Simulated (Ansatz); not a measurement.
Input, command and steps of an Ansatz relaxation.

```yaml
crystal:
  lattice:
    - [2.0775, 1.1994451842, 6.8266666667]
    - [-2.0775, 1.1994451842, 6.8266666667]
    - [0.0, -2.3988903685, 6.8266666667]
  atoms:
    - { symbol: Cu, position: [0.1293, 0.1293, 0.1293] }
    - { symbol: Cu, position: [0.8707, 0.8707, 0.8707] }
    - { symbol: I, position: [0.0, 0.0, 0.0] }
    - { symbol: I, position: [0.5, 0.5, 0.5] }
basis:
  ecutwfc: 420
kpoints:
  mp_grid: { grid: [12, 12, 12] }
hamiltonian:
  xc: pbe
scf:
  occupations: { method: gaussian, width: 0.1 }
output:
  forces: true
  stress: true
  eigenvalues: true
relax:
  adjacent_minimum: "off"
  f_tol: 0.01
  max_steps: 40
```

```bash
ansatz run input.yaml --threads 1 --pin off --max-ram 2560MiB --backend cpu --events-out ev --progress --plain --runs-dir out
```

Computed with DFT PBE, scalar-relativistic, plane waves, PAW in Ansatz 0.2.0.

Of 6 frames 6 are shown, positions in Å and forces in eV/Å; the SCF threshold varies from step to step.

```xyz
4
Lattice="2.0775 1.1994 6.8267 -2.0775 1.1994 6.8267 0.0000 -2.3989 6.8267" Properties=species:S:1:pos:R:3:forces:R:3 pbc="T T T" step=1 free_energy_over_end_meV_per_atom=57.29
Cu    0.0000    0.0000    2.6481    0.0000    0.0000   -1.0450
Cu    0.0000    0.0000   17.8319    0.0000    0.0000    1.0450
I     0.0000    0.0000    0.0000    0.0000    0.0000    0.0000
I     0.0000    0.0000   10.2400    0.0000    0.0000    0.0000
4
Lattice="2.0775 1.1994 6.8267 -2.0775 1.1994 6.8267 0.0000 -2.3989 6.8267" Properties=species:S:1:pos:R:3:forces:R:3 pbc="T T T" step=2 free_energy_over_end_meV_per_atom=10.07
Cu    0.0000    0.0000    2.5281    0.0000    0.0000   -0.4949
Cu    0.0000    0.0000   17.9519    0.0000    0.0000    0.4949
I     0.0000    0.0000    0.0000    0.0000    0.0000    0.0000
I     0.0000    0.0000   10.2400    0.0000    0.0000    0.0000
4
Lattice="2.0775 1.1994 6.8267 -2.0775 1.1994 6.8267 0.0000 -2.3989 6.8267" Properties=species:S:1:pos:R:3:forces:R:3 pbc="T T T" step=3 free_energy_over_end_meV_per_atom=2.40
Cu    0.0000    0.0000    2.4143    0.0000    0.0000    0.2738
Cu    0.0000    0.0000   18.0657    0.0000    0.0000   -0.2738
I     0.0000    0.0000    0.0000    0.0000    0.0000    0.0000
I     0.0000    0.0000   10.2400    0.0000    0.0000    0.0000
4
Lattice="2.0775 1.1994 6.8267 -2.0775 1.1994 6.8267 0.0000 -2.3989 6.8267" Properties=species:S:1:pos:R:3:forces:R:3 pbc="T T T" step=4 free_energy_over_end_meV_per_atom=0.02
Cu    0.0000    0.0000    2.4534    0.0000    0.0000   -0.0242
Cu    0.0000    0.0000   18.0266    0.0000    0.0000    0.0242
I     0.0000    0.0000    0.0000    0.0000    0.0000    0.0000
I     0.0000    0.0000   10.2400    0.0000    0.0000    0.0000
4
Lattice="2.0775 1.1994 6.8267 -2.0775 1.1994 6.8267 0.0000 -2.3989 6.8267" Properties=species:S:1:pos:R:3:forces:R:3 pbc="T T T" step=5 free_energy_over_end_meV_per_atom=0.02
Cu    0.0000    0.0000    2.4534    0.0000    0.0000   -0.0244
Cu    0.0000    0.0000   18.0266    0.0000    0.0000    0.0244
I     0.0000    0.0000    0.0000    0.0000    0.0000    0.0000
I     0.0000    0.0000   10.2400    0.0000    0.0000    0.0000
4
Lattice="2.0775 1.1994 6.8267 -2.0775 1.1994 6.8267 0.0000 -2.3989 6.8267" Properties=species:S:1:pos:R:3:forces:R:3 pbc="T T T" step=6 free_energy_over_end_meV_per_atom=0.00
Cu    0.0000    0.0000    2.4501    0.0000    0.0000   -0.0005
Cu    0.0000    0.0000   18.0299    0.0000    0.0000    0.0005
I     0.0000    0.0000    0.0000    0.0000    0.0000    0.0000
I     0.0000    0.0000   10.2400    0.0000    0.0000    0.0000
```

The run took 4.3 min on 1 thread of Arm Neoverse V1, on a shared host, peak memory 0.78 GiB.